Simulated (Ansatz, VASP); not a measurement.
F in VASP and in Ansatz

INCAR

```
ALGO     = Normal         # electronic algorithm
EDIFF    = 1E-6           # SCF threshold, eV
ENCUT    = 520            # plane-wave cutoff, eV
GGA      = PE             # functional
ISIF     = 2              # what is computed and relaxed
ISMEAR   = -1             # smearing method
LASPH    = T              # aspherical terms in the spheres
LCHARG   = F              # write CHGCAR
LREAL    = F              # projectors in reciprocal space
LWAVE    = F              # write WAVECAR
NBANDS   = 10             # bands
NELM     = 100            # most SCF steps
PREC     = Accurate       # precision mode
SIGMA    = 0.1            # smearing width, eV
```

File KPOINTS:

```
k-points
0
Gamma
  17 17 17
```

POSCAR

```
F
1.0
    0.0000000000      1.5178266953      1.5178266953
    1.5178266953      0.0000000000      1.5178266953
    1.5178266953      1.5178266953      0.0000000000
F
1
Direct
    0.0000000000      0.0000000000      0.0000000000
```

Input for Ansatz:

```yaml
crystal:
  lattice:
    - [0.0, 1.5178266953, 1.5178266953]
    - [1.5178266953, 0.0, 1.5178266953]
    - [1.5178266953, 1.5178266953, 0.0]
  atoms:
    - { symbol: F, position: [0.0, 0.0, 0.0] }
kpoints:
  mp_grid: { grid: [17, 17, 17] }
scf:
  occupations: { method: fermi_dirac, width: 0.1 }
hamiltonian:
  xc: pbe
  pseudopotentials: { kind: all_electron, lapw: { basis_error: 0.001 } }
output:
  forces: true
  stress: true
  eigenvalues: true
  populations: true
```

Change from the starting cell: volume scaled by 0.68, LAPW.

Alike in both runs: task single point; functional PBE; k mesh 17 × 17 × 17; occupations fermi-dirac, width 0.1 eV; no spin polarisation.

|  | VASP | Ansatz |
| --- | --- | --- |
| version | VASP 6.6.1 | Ansatz 0.2.0 |
| potentials or method | VASP PAW PBE potentials, release 64 (F) | all-electron LAPW, scalar-relativistic |
| plane-wave cutoff (eV) | 520 | see its input |

|  | VASP | Ansatz | Ansatz less VASP |
| --- | --- | --- | --- |
| pressure (GPa) | 50.7 | 52.0 | +1.20 |

Ansatz ran all-electron here, so the differences hold the error of VASP's frozen core and of both bases.

Caveats: so large a pressure means that the cell lies far from this level's equilibrium, or that cutoff or potentials fall short (VASP); an odd number of electrons without spin polarisation forces a metal; a magnetic or distorted state may lie lower.
